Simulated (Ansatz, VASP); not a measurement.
# GaP in two plane-wave programs, part 2 of 4

Wanted: the spread between two codes on one cell, functional and k mesh. The cell is taken from a series of runs on this material, whose earlier steps may have relaxed, scaled, displaced or heated it; both programs get it as it stands.

VASP 6.6.1 and Ansatz 0.2.0.

So far: Starting point; Ansatz: single point, r2SCAN, spin-orbit coupling, pair 1.

## Step 3: VASP: single point, r2SCAN, spin-orbit coupling, pair 1

Level of this step: r2SCAN, spin-orbit coupling; plane waves and PAW (Ga_d, P) (VASP).

The same cell, functional, mesh and smearing now go to VASP, with its own data sets.

Lines of VASP's logs that name or quote its potential files are left out, and so is its time.

The input, INCAR:

```
SYSTEM = GaP
PREC = Accurate
ENCUT = 440
EDIFF = 1E-06
NELM = 200
ISMEAR = 0
SIGMA = 0.01
LREAL = .FALSE.
ALGO = Normal
METAGGA = R2SCAN
LASPH = .TRUE.
LNONCOLLINEAR = .TRUE.
MAGMOM = 0 0 0 0 0 0
NBANDS = 30
GGA_COMPAT = .FALSE.
LSORBIT = .TRUE.
LORBIT = 11
LWAVE = .FALSE.
LCHARG = .FALSE.
ISIF = 2
EFERMI = MIDGAP
LMIXTAU = .TRUE.
KPAR = 2
```

The input, POSCAR:

```
GaP
1.0
    0.0069613378      2.7324160424      2.7201317339
    2.7324160424      0.0069613378      2.7201317339
    2.7393773803      2.7393773803      0.0000000001
Ga P
1 1
Direct
    0.9996648140      0.9996648140      0.0003351860
    0.7503351860      0.7503351860      0.7496648140
```

The input, KPOINTS:

```
Automatic mesh
0
Gamma
8 8 8
0 0 0
```

Potentials, in the order of the species: Ga_d and P (PBE family, release 64).

Run with:

```
$ mpirun -np 2 vasp_ncl
```

Numbers of over 12 decimals in the logs are rounded to 6 here.

The program printed:

```text
[banner, memory and clock lines left out]
running    2 mpi-ranks, on    1 nodes
 distrk:  each k-point on    1 cores,    2 groups
 distr:  one band on    1 cores,    1 groups

 POSCAR found type information on POSCAR GaP
 POSCAR found :  2 types and       2 ions
|                                                                             |
|               ----> ADVICE to this user running VASP <----                  |
|                                                                             |
|     You enforced a specific xc type in the INCAR file but a different       |
|     [... a line on the potential file left out ...]
|     I HOPE YOU KNOW WHAT YOU ARE DOING!                                     |
|                                                                             |

 LDA part: xc-table for (None), standard interpolation
 POSCAR, INCAR and KPOINTS ok, starting setup
 FFT: planning ... GRIDC
 FFT: planning ... GRID_SOFT
 FFT: planning ... GRID
 WAVECAR not read
 entering main loop
       N       E                     dE             d eps       ncg     rms          rms(c)
DAV:   1     0.110119394082E+03    0.11012E+03   -0.78250E+03 10962   0.164E+03
DAV:   2    -0.752195855088E+01   -0.11764E+03   -0.11093E+03 10380   0.422E+02
DAV:   3    -0.232083707601E+02   -0.15686E+02   -0.15481E+02 11598   0.112E+02
DAV:   4    -0.237340894058E+02   -0.52572E+00   -0.52471E+00 12078   0.222E+01
DAV:   5    -0.237454790446E+02   -0.11390E-01   -0.11387E-01 11886   0.311E+00    0.485E+00
DAV:   6    -0.214252434365E+02    0.23202E+01   -0.59171E-01 13446   0.163E+01    0.318E+00
DAV:   7    -0.214763580550E+02   -0.51115E-01   -0.36355E-01 12312   0.667E+00    0.134E+00
DAV:   8    -0.214413325234E+02    0.35026E-01   -0.13435E-01 10248   0.460E+00    0.100E+00
DAV:   9    -0.213212518360E+02    0.12008E+00   -0.20335E-01  9978   0.448E+00    0.347E-01
DAV:  10    -0.214503527823E+02   -0.12910E+00   -0.18685E-01  9906   0.420E+00    0.127E-01
DAV:  11    -0.214666091582E+02   -0.16256E-01   -0.14192E-02 11104   0.104E+00    0.705E-02
DAV:  12    -0.214654150344E+02    0.11941E-02   -0.66697E-04 10996   0.259E-01    0.464E-02
DAV:  13    -0.214667558718E+02   -0.13408E-02   -0.64192E-04 10772   0.280E-01    0.230E-02
DAV:  14    -0.214668520471E+02   -0.96175E-04   -0.10781E-04 12086   0.966E-02    0.301E-02
DAV:  15    -0.214668544108E+02   -0.23637E-05   -0.46846E-06 12516   0.206E-02    0.343E-02
DAV:  16    -0.214668533547E+02    0.10561E-05   -0.48423E-06 11614   0.232E-02    0.545E-03
DAV:  17    -0.214668582445E+02   -0.48898E-05   -0.17389E-06  9098   0.148E-02    0.284E-03
DAV:  18    -0.214668578699E+02    0.37457E-06   -0.34332E-07  6630   0.770E-03
   1 F= -.21466858E+02 E0= -.21466858E+02  d E =0.000000E+00  mag=    -0.0000     0.0000     0.0000
```

From OUTCAR (step 3):

```text
ion  position               nearest neighbor table
   1  1.000  1.000  0.000-   2 2.36   2 2.36   2 2.36   2 2.36
   2  0.750  0.750  0.750-   1 2.36   1 2.36   1 2.36   1 2.36

  LATTYP: Found a body centered orthorhombic cell.
 ALAT       =     3.8543750069
 B/A-ratio  =     1.0051083864
 C/A-ratio  =     1.4114515215

 Subroutine GETGRP returns: Found  4 space group operations
 (whereof  4 operations were pure point group operations)

The static configuration has the point symmetry C_2v.

 Found    164 irreducible k-points:

   k-points           NKPTS =    164   k-points in BZ     NKDIM =    164   number of bands    NBANDS=     30

   dimension x,y,z NGX =    28 NGY =   28 NGZ =   28
   dimension x,y,z NGXF=    56 NGYF=   56 NGZF=   56

   ENCUT  =  440.0 eV  32.34 Ry    5.69 a.u.   6.59  6.59  6.63*2*pi/ulx,y,z

   NELECT =      18.0000    total number of electrons

 k-points in reciprocal lattice and weights: Automatic mesh
   0.00000000  0.00000000  0.00000000       0.002
   0.12500000 -0.00000000  0.00000000       0.004
  -0.12500000  0.00000000 -0.00000000       0.004
   0.25000000 -0.00000000  0.00000000       0.004
  -0.25000000  0.00000000 -0.00000000       0.004
   0.37500000  0.00000000 -0.00000000       0.004
  -0.37500000  0.00000000  0.00000000       0.004
   0.50000000 -0.00000000  0.00000000       0.004
   0.12500000  0.12500000  0.00000000       0.002
[...]
0.25000000  0.25000000  0.50000000       0.004
  -0.25000000  0.25000000  0.50000000       0.004

 average (electrostatic) potential at core
       1 -70.2150       2 -86.4861

 E-fermi :   5.3863

 k-point     1 :       0.0000    0.0000    0.0000
  band No.  band energies     occupation
    ...
     14       4.3667      1.00000
     15       4.4449      1.00000
     16       4.4449      1.00000
     17       4.4684      1.00000
     18       4.4684      1.00000
     19       6.7403      0.00000
     20       6.7403      0.00000
     21       8.5039      0.00000
     22       8.5039      0.00000
     23       8.6578      0.00000
    ...

 k-point     2 :       0.1250   -0.0000    0.0000
  band No.  band energies     occupation
    ...
     14       2.8189      1.00000
     15       4.1446      1.00000
     16       4.1450      1.00000
     17       4.2164      1.00000
     18       4.2198      1.00000
     19       7.2720      0.00000
     20       7.2725      0.00000
     21       8.9121      0.00000
     22       8.9134      0.00000
     23       9.0319      0.00000
    ...

 k-point     3 :      -0.1250    0.0000   -0.0000
  band No.  band energies     occupation
    ...
     14       2.8189      1.00000
     15       4.1446      1.00000
     16       4.1450      1.00000
     17       4.2164      1.00000
     18       4.2198      1.00000
     19       7.2720      0.00000
     20       7.2725      0.00000
     21       8.9121      0.00000
     22       8.9134      0.00000
     23       9.0319      0.00000
    ...

  Total       -0.1453290     -0.1453290     -0.0499226     -0.0924334     -0.0000000     -0.0000000
  in kB       -5.7326059     -5.7326059     -1.9692331     -3.6461023     -0.0000000     -0.0000000
  external PRESSURE =      -4.4781483 kB  Pullay stress =       0.0000000 kB

  energy-cutoff  :      440.00
  volume of cell :       40.62
      direct lattice vectors                 reciprocal lattice vectors
     0.006961338  2.732416042  2.720131734    -0.183455626  0.183455626  0.183814627
     2.732416042  0.006961338  2.720131734     0.183455626 -0.183455626  0.183814627
     2.739377380  2.739377380  0.000000000     0.182523227  0.182523227 -0.183814627

 POSITION                                       TOTAL-FORCE (eV/Angst)
 -----------------------------------------------------------------------------------
      2.73938      2.73938      5.43844         0.000000      0.000000     -0.000285
      4.10907      4.10907      4.08202        -0.000000     -0.000000      0.000285
 -----------------------------------------------------------------------------------
    total drift:                                0.000003      0.000003     -0.000564

  FREE ENERGIE OF THE ION-ELECTRON SYSTEM (eV)
  ---------------------------------------------------
  free  energy   TOTEN  =       -21.4668578699 eV

  energy  without entropy=      -21.4668578699  energy(sigma->0) =      -21.46685787

 Spin-Orbit-Coupling matrix elements
 Ion:    1  E_soc:     -0.0112079
 Ion:    2  E_soc:     -0.0008335

 total charge
# of ion       s       p       d       tot
------------------------------------------
    1        0.831   0.844  10.017  11.691
    2        1.009   1.539   0.000   2.548
--------------------------------------------------
tot          1.840   2.382  10.017  14.239

 magnetization (x)
# of ion       s       p       d       tot
------------------------------------------
    1        0.000   0.000   0.000   0.000
    2        0.000   0.000   0.000   0.000
--------------------------------------------------
tot          0.000   0.000   0.000   0.000

 magnetization (y)
# of ion       s       p       d       tot
------------------------------------------
    1       -0.000   0.000   0.000   0.000
    2       -0.000   0.000   0.000  -0.000
--------------------------------------------------
tot         -0.000   0.000   0.000   0.000

 magnetization (z)
# of ion       s       p       d       tot
------------------------------------------
    1        0.000   0.000  -0.000   0.000
    2        0.000  -0.000   0.000  -0.000
--------------------------------------------------
tot          0.000  -0.000  -0.000  -0.000

[... 3 further parts left out ...]
```

The run ends at a pressure of -0.45 GPa, with forces up to 2.8e-4 eV/Å.

## Step 4: Side by side

Known differences besides the potentials themselves: spin-orbit coupling enters by fully relativistic files in Ansatz and inside the spheres in VASP; VASP keeps PBE cores, Ansatz makes them for the functional; the cutoff is 500 eV in Ansatz and 440 eV in VASP. Total energies have different zeros and are not compared.

Compared:

| quantity | Ansatz | VASP | difference |
| --- | --- | --- | --- |
| gap on the k mesh (eV) | 1.830 | 1.836 | -0.006 |

A gap on the mesh is an upper bound, since the band edges may lie between its points.

## Step 5: VASP: single point, r2SCAN, spin-orbit coupling, pair 2

With cell and atoms fixed, the geometry can't cause a difference; cores, projectors, grids and the points listed under the comparison can. The cell compared in this pair holds 40.73 Å³, against 40.62 Å³ for the pair before.

INCAR is that of step 3.

The input, POSCAR:

```
GaP
1.0
    0.0139226756      2.7390834478      2.7145148308
    2.7390834478      0.0139226756      2.7145148308
    2.7530061234      2.7530061234      0.0000000000
Ga P
1 1
Direct
    0.9993348872      0.9993348872      0.0006651128
    0.7506651128      0.7506651128      0.7493348872
```

KPOINTS is that of step 3.

Run with:

```
$ mpirun -np 2 vasp_ncl
```

The program printed:

```text
[banner, memory and clock lines left out]
running    2 mpi-ranks, on    1 nodes
[...]
[... a notice as in an earlier step ...]

 LDA part: xc-table for (None), standard interpolation
 POSCAR, INCAR and KPOINTS ok, starting setup
[...]
entering main loop
       N       E                     dE             d eps       ncg     rms          rms(c)
DAV:   1     0.110616335731E+03    0.11062E+03   -0.78536E+03 10906   0.163E+03
DAV:   2    -0.764926065296E+01   -0.11827E+03   -0.11186E+03 10498   0.423E+02
DAV:   3    -0.232192507629E+02   -0.15570E+02   -0.15377E+02 11610   0.112E+02
DAV:   4    -0.237336586725E+02   -0.51441E+00   -0.51348E+00 12116   0.221E+01
[...]
DAV:  16    -0.214654315232E+02    0.18328E-05   -0.46602E-06 11172   0.219E-02    0.545E-03
DAV:  17    -0.214654368628E+02   -0.53395E-05   -0.18418E-06  9080   0.152E-02    0.274E-03
DAV:  18    -0.214654365042E+02    0.35861E-06   -0.35885E-07  6724   0.759E-03
   1 F= -.21465437E+02 E0= -.21465437E+02  d E =0.000000E+00  mag=     0.0000    -0.0000    -0.0000
```

Parts of OUTCAR (step 5):

```text
  Total       -0.2360537     -0.2360537     -0.0481486     -0.1828373      0.0000000      0.0000000
  in kB       -9.2853845     -9.2853845     -1.8939699     -7.1920701      0.0000000      0.0000000
  external PRESSURE =      -6.8215796 kB  Pullay stress =       0.0000000 kB

 POSITION                                       TOTAL-FORCE (eV/Angst)
 -----------------------------------------------------------------------------------
      2.75301      2.75301      5.42542         0.000000      0.000000     -0.001097
      4.12951      4.12951      4.07538         0.000000      0.000000      0.001097
 -----------------------------------------------------------------------------------
    total drift:                                0.000003      0.000003     -0.001880

  FREE ENERGIE OF THE ION-ELECTRON SYSTEM (eV)
  ---------------------------------------------------
  free  energy   TOTEN  =       -21.4654365042 eV

  energy  without entropy=      -21.4654365042  energy(sigma->0) =      -21.46543650

 magnetization (x)
# of ion       s       p       d       tot
------------------------------------------
    1        0.000   0.000   0.000   0.000
    2        0.000  -0.000   0.000  -0.000
--------------------------------------------------
tot          0.000  -0.000   0.000  -0.000

 magnetization (y)
# of ion       s       p       d       tot
------------------------------------------
    1        0.000   0.000  -0.000   0.000
    2       -0.000   0.000   0.000   0.000
--------------------------------------------------
tot         -0.000   0.000  -0.000   0.000

 magnetization (z)
# of ion       s       p       d       tot
------------------------------------------
    1        0.000   0.000   0.000   0.000
    2        0.000   0.000   0.000   0.000
--------------------------------------------------
tot          0.000   0.000   0.000   0.000

[... 1 part as in an earlier step ...]

[... 2 further parts left out ...]
[key lines of the parts left out:]
E-fermi :   5.3491
```

The run ends at a pressure of -0.68 GPa, with forces up to 0.0011 eV/Å.

(Part 2 of 4 ends here.)

[Lines on the potential files, build, host, timing and source positions are cut from VASP's logs without a mark.]

[Logs are printed without paths, hosts, clocks, repeated set-up lines and the standing remarks that a program may print on its own settings, such as how far it seeks lower states.]

[Hosts, paths, dates, database ids (printed as entryN), source tags and the programs' standing remarks are cut or masked in the printed files.]
